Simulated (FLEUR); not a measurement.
# SnTe (Fm-3m) in FLEUR: a series of runs

The runs below take SnTe through equation of state, band structure, with LDA, r2SCAN.

Program: FLEUR MaX-R8.1 (later development tree). These are calculated values, not measurements. Logs are shortened: lines on timing, memory, paths and dates and some standing lists are left out, and cuts for length are marked.

**Measured values to compare with.**

From a printed reference work, textbook, for a bulk crystal of SnTe at 300 K: band gap 0.18 eV (direct).

The runs below are set against these values where they give the same quantity.

### Step 1. Starting point

The structure is cubic, space group Fm-3m (No. 225). Conventional cell: a = 6.302 Å, b = 6.302 Å, c = 6.302 Å, α = 90.00°, β = 90.00°, γ = 90.00°. Te (site symmetry m-3m) has 6 Sn at 3.15 Å as nearest neighbours. Sn (site symmetry m-3m) has 6 Te at 3.15 Å as nearest neighbours.

### Step 2. Equation of state, LDA, 29.40 Å³/atom (volume scaled by 0.94)

inp.xml reads:

```xml
<?xml version="1.0" encoding="UTF-8" standalone="no"?>
<fleurInput fleurInputVersion="0.39">
   <comment>
      SnTe                                                                                                
   </comment>
   <calculationSetup>
      <cutoffs Kmax="4.1" Gmax="12.7" GmaxXC="12.7" numbands="0"/>
      <scfLoop itmax="60" minDistance="0.00001" maxIterBroyd="15" imix="Anderson" alpha="0.05" precondParam="0.0" spinf="2.0" sdNocoIR="T"/>
      <coreElectrons ctail="T" frcor="F" kcrel="0" coretail_lmax="0"/>
      <xcFunctional name="vwn" relativisticCorrections="F"/>
      <magnetism jspins="1"/>
      <soc l_soc="F" theta="0.0" phi="0.0" spav="F"/>
      <expertModes spex="0" secvar="F"/>
      <geometryOptimization l_f="F" forcealpha="1.0" forcemix="BFGS" epsdisp="0.00001" epsforce="0.00001"/>
      <ldaU l_linMix="F" mixParam="0.05" spinf="1.0"/>
   </calculationSetup>
   <cell>
      <bzIntegration valenceElectrons="44.0" mode="hist" fermiSmearingEnergy="0.00183747">
         <kPointListSelection listName="default-1"/>
         <!-- k-points included here -->
         <xi:include xmlns:xi="http://www.w3.org/2001/XInclude" href="kpts.xml"> </xi:include>
      </bzIntegration>
      <!-- symmetry operations included here -->
      <xi:include xmlns:xi="http://www.w3.org/2001/XInclude" href="sym.xml"> </xi:include>
      <bulkLattice scale="0.9795861087">
         <bravaisMatrix>
            <row-1>    0.0000000000000000     5.9542435596959100     5.9542435596959100</row-1>
            <row-2>    5.9542435596959100     0.0000000000000000     5.9542435596959100</row-2>
            <row-3>    5.9542435596959100     5.9542435596959100     0.0000000000000000</row-3>
         </bravaisMatrix>
      </bulkLattice>
   </cell>
   <atomSpecies>
      <species name="Tellurium (Te)" element="Te" atomicNumber="52">
         <mtSphere radius="2.66" gridPoints="879" logIncrement="0.015"/>
         <atomicCutoffs lmax="10" lnonsphr="10"/>
         <electronConfig flipSpins="F">
            <coreConfig>(1s1/2) (2s1/2) (2p1/2) (2p3/2) (3s1/2) (3p1/2) (3p3/2) (4s1/2) (3d3/2) (3d5/2)</coreConfig>
            <valenceConfig>(4p1/2) (4p3/2) (5s1/2) (4d3/2) (4d5/2) (5p1/2) (5p3/2)</valenceConfig>
            <stateOccupation state="(5p1/2)" spinUp="0.666667" spinDown="0.666667"/>
            <stateOccupation state="(5p3/2)" spinUp="1.333333" spinDown="1.333333"/>
         </electronConfig>
         <energyParameters s="5" p="5" d="5" f="4"/>
         <lo type="SCLO" l="1" n="4" eDeriv="0"/>
         <lo type="SCLO" l="1" n="4" eDeriv="1"/>
         <lo type="SCLO" l="2" n="4" eDeriv="0"/>
         <lo type="SCLO" l="2" n="4" eDeriv="1"/>
         <lo type="SCLO" l="0" n="5" eDeriv="2"/>
         <lo type="SCLO" l="3" n="4" eDeriv="2"/>
      </species>
      <species name="Tin (Sn)" element="Sn" atomicNumber="50">
         <mtSphere radius="2.66" gridPoints="879" logIncrement="0.015"/>
         <atomicCutoffs lmax="10" lnonsphr="10"/>
         <electronConfig flipSpins="F">
            <coreConfig>(1s1/2) (2s1/2) (2p1/2) (2p3/2) (3s1/2) (3p1/2) (3p3/2) (3d3/2) (3d5/2)</coreConfig>
            <valenceConfig>(4s1/2) (4p1/2) (4p3/2) (5s1/2) (4d3/2) (4d5/2) (5p1/2) (5p3/2)</valenceConfig>
            <stateOccupation state="(5p1/2)" spinUp="0.333333" spinDown="0.333333"/>
            <stateOccupation state="(5p3/2)" spinUp="0.666667" spinDown="0.666667"/>
         </electronConfig>
         <energyParameters s="5" p="5" d="4" f="4"/>
         <lo type="SCLO" l="0" n="4" eDeriv="0"/>
         <lo type="SCLO" l="1" n="4" eDeriv="0"/>
         <lo type="SCLO" l="1" n="4" eDeriv="1"/>
         <lo type="SCLO" l="2" n="4" eDeriv="2"/>
         <lo type="SCLO" l="3" n="4" eDeriv="2"/>
      </species>
   </atomSpecies>
   <atomGroups>
      <atomGroup species="Tellurium (Te)">
         <relPos label="                   1">1.000/2.000 1.000/2.000 1.000/2.000</relPos>
         <force calculate="T" relaxXYZ="TTT"/>
      </atomGroup>
      <atomGroup species="Tin (Sn)">
         <relPos label="                   2">.0000000000 .0000000000 .0000000000</relPos>
         <force calculate="T" relaxXYZ="TTT"/>
      </atomGroup>
   </atomGroups>
   <output dos="F" band="F" slice="F">
      <checks vchk="F" cdinf="F"/>
      <bandDOS minEnergy="-.5*Htr" maxEnergy="0.5*Htr" sigma="0.015" storeEVData="T"/>
      <vacuumDOS vacdos="F" integ="F" star="F" nstars="0" locx1="0.0" locy1="0.0" locx2="0.0" locy2="0.0" nstm="0" tworkf="0.0"/>
      <unfoldingBand unfoldBand="F" supercellX="1" supercellY="1" supercellZ="1"/>
      <plotting iplot="0" polar="F">
         <plot TwoD="T" vec1="  1.0  0.0  0.0" vec2="  0.0  1.0  0.0" vec3="  0.0  0.0  1.0" zero="  0.0  0.0  0.0" file="plot"/>
      </plotting>
      <chargeDensitySlicing numkpt="0" minEigenval="0.0" maxEigenval="0.0" nnne="0" pallst="F"/>
      <specialOutput eonly="F"/>
      <moessbauerParams electricFieldGradient="T" isomerShift="T" coreHyperfine="T" valenceHyperfine="T"/>
      <magneticCircularDichroism mcd="F" energyLo="-10.0" energyUp="0.0"/>
   </output>
  <!-- We include the file relax.xml here to enable relaxations (see documentation) -->
  <xi:include xmlns:xi="http://www.w3.org/2001/XInclude" href="relax.xml"> <xi:fallback/> </xi:include>
</fleurInput>
```

Potentials or basis: all-electron, FLAPW.

Run with:

```
$ inpgen -f crystal.txt -profile fastHighL
$ # inp.xml edited to the form shown
$ fleur_MPI
```

What it wrote:

```text
Welcome to FLEUR        (www.flapw.de)
      MaX-Release 8.1          (www.max-centre.eu)

 ========== k-point set info ==========
 Selected k-point list: default-1
 k-point list type: mesh
 7 x 7 x 7
 Number of k points: 20

 ------------Calculation Setup---------------------------
 Number of MPI-tasks      :            1
 Number of PE/node        :            1
 Number of OMP-threads    :            1
 Most efficient MPI parallelization for:
           1           2           4           5          10          20
 Additional eigenvalue parallelization possible
 Number of basis functions:          555
 Approximate size of matrices (H+S) per k-point:         0.005 GB
 --------------------------------------------------------
 Iteration:     1   Distance:       4.79422105 me/bohr^3
 Iteration:     2   Distance:       4.49079449 me/bohr^3
 Iteration:     3   Distance:       1.73027555 me/bohr^3
 Iteration:     4   Distance:       0.57797384 me/bohr^3
 Iteration:     5   Distance:       0.48531220 me/bohr^3
 Iteration:     6   Distance:       0.04920719 me/bohr^3
 Iteration:     7   Distance:       0.02973530 me/bohr^3
 Iteration:     8   Distance:       0.01162222 me/bohr^3
 Iteration:     9   Distance:       0.00205840 me/bohr^3
 Iteration:    10   Distance:       0.00145845 me/bohr^3
 Iteration:    11   Distance:       0.00013727 me/bohr^3
 Iteration:    12   Distance:       0.00001057 me/bohr^3
 Iteration:    13   Distance:       0.00001060 me/bohr^3
 Iteration:    14   Distance:       0.00000207 me/bohr^3

 ********************************************************************
 Run finished successfully
 Stop message:
   all done
 ********************************************************************
```

out.xml (last iteration):

```text
<iteration numberForCurrentRun="   14" overallNumber="   14">
         <energyParameters units="Htr">
            <atomicEP atomType="1" spin="1" branch="5s" branchLowest="-5.58" branchHighest="0.30" value="-0.1639024705"/>
            <atomicEP atomType="1" spin="1" branch="5p" branchLowest="-3.75" branchHighest="0.93" value="0.1383833883"/>
            <atomicEP atomType="1" spin="1" branch="5d" branchLowest="-1.08" branchHighest="2.03" value="0.3869067968"/>
            <atomicEP atomType="1" spin="1" branch="4f" branchLowest="-9.99" branchHighest="1.54" value="0.5449481887"/>
            <loAtomicEP atomType="1" spin="1" branch="4p" branchLowest="-29.05" branchHighest="-3.75" value="-3.7626156508"/>
            <loAtomicEP atomType="1" spin="1" branch="4p" branchLowest="-29.05" branchHighest="-3.75" value="-3.7626156508"/>
            <loAtomicEP atomType="1" spin="1" branch="4d" branchLowest="-20.13" branchHighest="-1.08" value="-1.0874197562"/>
            <loAtomicEP atomType="1" spin="1" branch="4d" branchLowest="-20.13" branchHighest="-1.08" value="-1.0874197562"/>
            <loAtomicEP atomType="1" spin="1" branch="5s" branchLowest="-5.58" branchHighest="0.30" value="-0.1639024705"/>
            <loAtomicEP atomType="1" spin="1" branch="4f" branchLowest="-9.99" branchHighest="1.54" value="0.5449482278"/>
            <atomicEP atomType="2" spin="1" branch="5s" branchLowest="-4.48" branchHighest="0.64" value="-0.0204650070"/>
            <atomicEP atomType="2" spin="1" branch="5p" branchLowest="-2.86" branchHighest="1.25" value="0.2050323069"/>
            <atomicEP atomType="2" spin="1" branch="4d" branchLowest="-16.97" branchHighest="-0.50" value="-0.5130244336"/>
            <atomicEP atomType="2" spin="1" branch="4f" branchLowest="-9.99" branchHighest="1.78" value="0.5627702280"/>
            <loAtomicEP atomType="2" spin="1" branch="4s" branchLowest="-30.56" branchHighest="-4.48" value="-4.4837715869"/>
            <loAtomicEP atomType="2" spin="1" branch="4p" branchLowest="-25.21" branchHighest="-2.86" value="-2.8720477106"/>
            <loAtomicEP atomType="2" spin="1" branch="4p" branchLowest="-25.21" branchHighest="-2.86" value="-2.8720477106"/>
            <loAtomicEP atomType="2" spin="1" branch="4d" branchLowest="-16.97" branchHighest="-0.50" value="-0.5258228844"/>
            <loAtomicEP atomType="2" spin="1" branch="4f" branchLowest="-9.99" branchHighest="1.78" value="0.5627719526"/>
         </energyParameters>
         <eigenvalues>
            <eigenvaluesAt spin="1" ikpt="1" k_x="0.00000000" k_y="0.00000000" k_z="0.00000000">
                      -4.4837705603       -3.7508924440       -3.7508924440       -3.7508924440       -2.8634512600
                      -2.8634512600       -2.8634512600       -1.0907558693       -1.0907558693       -1.0904872319
                      -1.0904872319       -1.0904872319       -0.5282835419       -0.5282835419       -0.5278241827
                      -0.5278241827       -0.5278241827       -0.2160886841        0.1045384324        0.1893487512
                       0.1893487512        0.1893487512        0.3992477973        0.3992477973        0.3992477973
                       0.4477140030        0.4477140030        0.4477140030        0.5166892564        0.5343189492
                       0.5343189492        0.5777328795        0.9531262570        0.9531262570
            </eigenvaluesAt>
            <eigenvaluesAt spin="1" ikpt="2" k_x="0.00000000" k_y="0.00000000" k_z="0.14285714">
                      -4.4837705567       -3.7508924404       -3.7508924221       -3.7508924221       -2.8634514303
                      -2.8634512589       -2.8634512589       -1.0907531901       -1.0907531901       -1.0904840545
                      -1.0904805918       -1.0904805918       -0.5283343439       -0.5283343439       -0.5278124944
                      -0.5277708170       -0.5277708170       -0.2092336698        0.0663146383        0.1905581851
                       0.1905581851        0.2160181564        0.3666720934        0.3666720934        0.3685562052
                       0.4442535991        0.4638715020        0.4638715020        0.5716212290        0.5812062845
                       0.5812062845        0.6183430630        0.8852244980        0.8852244980
[... 44 lines left out ...]
            <state n="1" l="0" j="0.5" energy="-1063.8960220761" weight="1.0000000000"/>
            <state n="2" l="0" j="0.5" energy="-160.2421598217" weight="1.0000000000"/>
            <state n="2" l="1" j="0.5" energy="-149.7356816144" weight="1.0000000000"/>
            <state n="2" l="1" j="1.5" energy="-141.2716310480" weight="2.0000000000"/>
            <state n="3" l="0" j="0.5" energy="-30.5634003535" weight="1.0000000000"/>
            <state n="3" l="1" j="0.5" energy="-26.2889030387" weight="1.0000000000"/>
            <state n="3" l="1" j="1.5" energy="-24.7435637084" weight="2.0000000000"/>
            <state n="3" l="2" j="1.5" energy="-17.1594196973" weight="2.0000000000"/>
            <state n="3" l="2" j="2.5" energy="-16.8400482546" weight="3.0000000000"/>
         </coreStates>
         <allElectronCharges>
            <spinDependentCharge spin="1" total="102.0000000" interstitial="3.6180281" mtSpheres="98.3819719"/>
            <totalCharge value="101.9999999965"/>
         </allElectronCharges>
         <moessbauerParams unitsHFF="kG" unitsIS="e/bohr^3" unitsEFG="Htr/bohr^2">
            <coreIsomerShift atomType="1" isTotal="231266.94063">
               <shell n="1" l="0" isomerShift="200865.34878"/>
               <shell n="2" l="0" isomerShift="23911.64203"/>
               <shell n="2" l="1" isomerShift="630.31221"/>
               <shell n="3" l="0" isomerShift="4721.51963"/>
               <shell n="3" l="1" isomerShift="135.08844"/>
               <shell n="4" l="0" isomerShift="1003.02951"/>
               <shell n="3" l="2" isomerShift="0.00003"/>
            </coreIsomerShift>
            <coreIsomerShift atomType="2" isTotal="192846.79943">
               <shell n="1" l="0" isomerShift="168669.19965"/>
               <shell n="2" l="0" isomerShift="19765.16068"/>
               <shell n="2" l="1" isomerShift="476.23668"/>
               <shell n="3" l="0" isomerShift="3836.30146"/>
               <shell n="3" l="1" isomerShift="99.90095"/>
               <shell n="3" l="2" isomerShift="0.00002"/>
            </coreIsomerShift>
            <isomerShift atomType="1" nucleusRadius="0.0001189" averageDensity="231389.33662"/>
            <isomerShift atomType="2" nucleusRadius="0.0001161" averageDensity="193712.71236"/>
            <electricFieldGradient atomType="1" VXX="0.00000" VYY="0.00000" VZZ="0.00000" asymParam="0.00000">
            </electricFieldGradient>
            <electricFieldGradient atomType="2" VXX="0.00000" VYY="0.00000" VZZ="0.00000" asymParam="0.00000">
            </electricFieldGradient>
         </moessbauerParams>
         <totalEnergy                                    value="   -12965.0609221695" units="Htr">
            <sumOfEigenvalues                            value="    -7848.6668728913">
               <coreElectrons value="-7784.4736065769"/>
               <valenceElectrons value="-64.1932663145"/>
            </sumOfEigenvalues>
            <densityCoulombPotentialIntegral value="-21087.3108029049"/>
            <densityEffectivePotentialIntegral value="-21525.6363147554"/>
            <chargeDenXCDenIntegral value="-330.5190560273"/>
            <FockExchangeEnergyValence value="0.0000000000"/>
            <FockExchangeEnergyCore value="0.0000000000"/>
            <atomTypeDependentContributions atomType="1">
               <electronNucleiInteractionDifferentMTs value="8237.9119847833"/>
               <MadelungTerm value="-24.1856426877"/>
            </atomTypeDependentContributions>
            <atomTypeDependentContributions atomType="2">
               <electronNucleiInteractionDifferentMTs value="7483.0150343931"/>
               <MadelungTerm value="-22.7432446897"/>
            </atomTypeDependentContributions>
            <tkbTimesEntropy value="0.0000031413"/>
            <freeEnergy value="-12965.0609253108"/>
            <extrapolationTo0K value="-12965.0609237401"/>
         </totalEnergy>
         <densityConvergence units="me/bohr^3">
            <chargeDensity spin="1" distance="0.0000020739"/>
         </densityConvergence>
      </iteration>
```

It took 39 s on 1 thread of Arm Neoverse V1, shared host; peak memory 0.06 GiB.

What came out:

```yaml
Free_energy: -352797.2805 eV
Valence_electrons_inside_the_program's_atomic_spheres: Te 20.18; Sn 20.20 (radii Te 2.66, Sn 2.66 bohr)
```

Caveat: this odd mesh misses L, where the gap lies, so gap, dielectric constants and Born charges aren't listed.

### Step 3. Equation of state, LDA, 30.03 Å³/atom (volume scaled by 0.96)

inp.xml, as its differences from that of step 2:

```diff
@@ -24,3 +24,3 @@
       <xi:include xmlns:xi="http://www.w3.org/2001/XInclude" href="sym.xml"> </xi:include>
-      <bulkLattice scale="0.9795861087">
+      <bulkLattice scale="0.9864848297">
          <bravaisMatrix>
```

Potentials or basis: all-electron, FLAPW.

Run with:

```
$ inpgen -f crystal.txt -profile fastHighL
$ # inp.xml edited to the form shown
$ fleur_MPI
```

It took 40 s on 1 thread of Arm Neoverse V1, shared host; peak memory 0.07 GiB.

It converged, with:

```
Free energy                                           : -352797.2878 eV
Valence electrons inside the program's atomic spheres : Te 20.17; Sn 20.18 (radii Te 2.66, Sn 2.66 bohr)
```

Caveat: this odd mesh misses L, where the gap lies, so gap, dielectric constants and Born charges aren't listed.

### Step 4. Equation of state, LDA, 31.28 Å³/atom

inp.xml, as its differences from that of step 3:

```diff
@@ -24,3 +24,3 @@
       <xi:include xmlns:xi="http://www.w3.org/2001/XInclude" href="sym.xml"> </xi:include>
-      <bulkLattice scale="0.9864848297">
+      <bulkLattice scale="1.0000000000">
          <bravaisMatrix>
```

Run with:

```
$ inpgen -f crystal.txt -profile fastHighL
$ # inp.xml edited to the form shown
$ fleur_MPI
```

Run time: 43 s. Hardware: 1 thread of Arm Neoverse V1, shared host; peak memory 0.07 GiB.

The run converged. Its results:

| Property | Result |
| --- | --- |
| Free energy | -352797.2778 eV |
| Valence electrons inside the program's atomic spheres | Te 20.14; Sn 20.14 (radii Te 2.66, Sn 2.66 bohr) |

Caveat: this odd mesh misses L, where the gap lies, so gap, dielectric constants and Born charges aren't listed.

### Step 5. Equation of state, LDA, 32.53 Å³/atom (volume scaled by 1.04)

inp.xml, as its differences from that of step 4:

```diff
@@ -24,3 +24,3 @@
       <xi:include xmlns:xi="http://www.w3.org/2001/XInclude" href="sym.xml"> </xi:include>
-      <bulkLattice scale="1.0000000000">
+      <bulkLattice scale="1.0131594038">
          <bravaisMatrix>
```

Run with:

```
$ inpgen -f crystal.txt -profile fastHighL
$ # inp.xml edited to the form shown
$ fleur_MPI
```

Wall time 45 s (1 thread of Arm Neoverse V1, shared host); peak memory 0.07 GiB.

It converged, with:

```yaml
Free_energy: -352797.2407 eV
Valence_electrons_inside_the_program's_atomic_spheres: Te 20.12; Sn 20.10 (radii Te 2.66, Sn 2.66 bohr)
```

Caveat: this odd mesh misses L, where the gap lies, so gap, dielectric constants and Born charges aren't listed.

### Step 6. Equation of state, LDA, 33.16 Å³/atom (volume scaled by 1.06)

inp.xml, as its differences from that of step 5:

```diff
@@ -24,3 +24,3 @@
       <xi:include xmlns:xi="http://www.w3.org/2001/XInclude" href="sym.xml"> </xi:include>
-      <bulkLattice scale="1.0131594038">
+      <bulkLattice scale="1.0196128224">
          <bravaisMatrix>
```

Potentials or basis: all-electron, FLAPW.

Run with:

```
$ inpgen -f crystal.txt -profile fastHighL
$ # inp.xml edited to the form shown
$ fleur_MPI
```

It took 47 s on 1 thread of Arm Neoverse V1, shared host; peak memory 0.07 GiB.

The run converged. Its results:

```yaml
Free_energy: -352797.2138 eV
Valence_electrons_inside_the_program's_atomic_spheres: Te 20.11; Sn 20.09 (radii Te 2.66, Sn 2.66 bohr)
```

Caveat: this odd mesh misses L, where the gap lies, so gap, dielectric constants and Born charges aren't listed.

### Step 7. Equation of state, LDA

Potentials or basis: all-electron, FLAPW.

No new run: the results of the series are fitted here.

What came out:

- Equilibrium volume: 30.24 Å³/atom
- Bulk modulus: 50 GPa
- Pressure derivative of the bulk modulus: 4.4 (rough: it moves with the points fitted)

Energy against volume, from the lowest point:
| volume (Å³/atom) | energy (meV/atom) |
| --- | --- |
| 29.404 | 3.61 |
| 30.030 | 0.00 |
| 31.281 | 4.99 |
| 32.532 | 23.51 |
| 33.158 | 36.98 |

Caveat: this odd mesh misses L, where the gap lies, so gap, dielectric constants and Born charges aren't listed.

(Part 1 of 2 ends here.)
